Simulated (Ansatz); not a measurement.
# HgS from a semilocal functional to hybrids

```
Hg S
1.0
     0.00000    2.92900    2.92900
     2.92900    0.00000    2.92900
     2.92900    2.92900    0.00000
Hg S
1 1
Direct
  0.00000 0.00000 0.00000
  0.75000 0.75000 0.75000
```

All runs: Ansatz, plane waves and PAW, scalar-relativistic (no spin–orbit coupling), 6×6×6 k-mesh, Gaussian smearing of 0.05 eV, no spin polarisation. Semilocal reference PBE: gap zero (metallic on this mesh), pressure 4.1 GPa. The hybrids carry no U.

(1) How do gap and pressure depend on the exact exchange?

## Answers

(1) 
```csv
functional,gap,pressure (GPa),cutoff (eV),core-seconds
PBE0-type hybrid with an exact-exchange fraction of 0.05,about zero (bands touch within the smearing),3.6,420,48
HSE06-type hybrid with an exact-exchange fraction of 0.2,0.23 eV,2.5,420,52
HSE06-type hybrid with a screening parameter of 0.3 Å⁻¹,0.26 eV,2.3,420,52
PBE0-type hybrid with an exact-exchange fraction of 0.15,0.40 eV,2.8,420,59
HSE06-type hybrid with an exact-exchange fraction of 0.3,0.62 eV,1.8,420,53
PBE0-type hybrid with an exact-exchange fraction of 0.4,2.03 eV,1.0,420,60
```

In the PBE0 form, going from an exact-exchange fraction of 0.15 to 0.40 opens the gap by 1.63 eV, or 0.65 eV for each tenth. On shared hosts the hybrid runs at the reference's cutoff took roughly 24 to 30 times the core time of the semilocal one on the same mesh, with some more bands.

Caveats: core times come from shared hosts and scatter; filled bands differ between k-points; gaps are read on a coarse mesh; stress loosely converged.

Exact exchange opens the gap of zincblende HgS and lowers the pressure at fixed volume, but the two respond differently to its range. The PBE0-type run with a fraction of 0.15 gives a wider gap than the HSE06-type run with 0.2, yet its pressure is higher. The gap thus gains strongly from the long-range part, while the pressure follows mainly the fraction, which suggests that it reflects short-range changes in the density and bonding.

The gap is fragile because the relativistically stabilised Hg 6s level lies close to the S 3p valence top, which is itself pushed up by Hg 5d states. Exact exchange raises the empty s-like level relative to the p states and probably weakens the p–d repulsion by binding the d shell more deeply.

Metacinnabar is known as a narrow-gap or semimetallic material, so 2.03 eV is far too wide, probably because a large unscreened exchange term neglects the crystal's dielectric screening. How far the gaps would shift at each functional's own equilibrium volume remains open.
